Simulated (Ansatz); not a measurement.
## Co: band structure with LDA

Co:

```
Co
1.0
     2.47056    0.00000    0.00000
    -1.23528    2.13957    0.00000
     0.00000    0.00000    8.08823
Co
4
Direct
  0.66667 0.33333 0.75000
  0.00000 0.00000 0.50000
  0.33333 0.66667 0.25000
  0.00000 0.00000 0.00000
```

| Quantity | Value |
| --- | --- |
| Program | Ansatz 0.2.0 |
| Task | band structure |
| Functional | LDA |
| Potentials or basis | JTH PAW LDA |
| Cutoff | 1320 eV |
| Density cutoff | 6600 eV |
| k mesh | 12 × 12 × 4 |
| Occupations | fermi-dirac, width 0.05 eV |
| Spin | collinear spin, ferromagnetic start |
| Starting moments | [2.0, 2.0, 2.0, 2.0] μB |
| Path | [["G", "M", "K", "G", "A", "L", "H", "A"], ["L", "M"], ["K", "H"]] |
| Points for each segment of the path | 14 |

| Property | Result |
| --- | --- |
| Pressure | -14.1 GPa |
| Band gap on the k mesh | none (metal or under the smearing width) |
| Net moment | 6.35 μB per cell |
| Absolute moment | 6.76 μB per cell |
| Site moments | Co +1.64, +1.63 μB |

Stress tensor (GPa, compression positive):
```
-12.87   0.00   0.00
  0.00 -12.87   0.00
  0.00   0.00 -16.46
```

Levels at the corners of the path, in eV from the Fermi level:
Spin up:
| point | band 34 | band 35 | band 36 | band 37 | band 38 | band 39 |
| --- | --- | --- | --- | --- | --- | --- |
| Γ | -1.35 | -1.35 | -1.04 | -1.04 | -0.64 | -0.64 |
| M | -0.40 | -0.40 | -0.38 | 0.23 | 1.32 | 2.53 |
| K | -0.77 | -0.77 | -0.68 | 4.93 | 4.93 | 5.40 |
| Γ | -1.35 | -1.35 | -1.04 | -1.04 | -0.64 | -0.64 |
| A | -1.51 | -1.51 | -1.51 | -0.82 | -0.82 | -0.82 |
| L | -0.53 | -0.41 | -0.41 | 1.29 | 1.29 | 2.81 |
| H | -0.76 | -0.63 | -0.63 | 5.00 | 5.00 | 5.56 |
| A | -1.51 | -1.51 | -1.51 | -0.82 | -0.82 | -0.82 |
| L | -0.53 | -0.41 | -0.41 | 1.29 | 1.29 | 2.81 |
| M | -0.40 | -0.40 | -0.38 | 0.23 | 1.32 | 2.53 |
| K | -0.77 | -0.77 | -0.68 | 4.93 | 4.93 | 5.40 |
| H | -0.76 | -0.63 | -0.63 | 5.00 | 5.00 | 5.56 |
Spin down:
```tsv
point	band 27	band 28	band 29	band 30	band 31	band 32	band 33	band 34
Γ	-1.16	-0.88	-0.88	-0.83	-0.83	-0.20	0.00	0.00
M	-0.83	-0.12	-0.11	0.63	1.18	1.19	1.21	1.26
K	-1.72	-1.48	-0.34	-0.34	0.39	0.39	0.83	0.90
Γ	-1.16	-0.88	-0.88	-0.83	-0.83	-0.20	0.00	0.00
A	-1.09	-1.09	-0.97	-0.97	-0.97	-0.97	0.19	0.19
L	-0.83	-0.83	-0.21	-0.21	0.80	0.80	1.21	1.21
H	-1.63	-1.63	-0.33	-0.33	0.20	0.20	0.94	0.94
A	-1.09	-1.09	-0.97	-0.97	-0.97	-0.97	0.19	0.19
L	-0.83	-0.83	-0.21	-0.21	0.80	0.80	1.21	1.21
M	-0.83	-0.12	-0.11	0.63	1.18	1.19	1.21	1.26
K	-1.72	-1.48	-0.34	-0.34	0.39	0.39	0.83	0.90
H	-1.63	-1.63	-0.33	-0.33	0.20	0.20	0.94	0.94
```

It took 2.1 min on 2 threads of Intel(R) Xeon(R) Processor @ 2.50GHz (Skylake/Cascade Lake), on a shared host, peak memory 1.3 GiB.
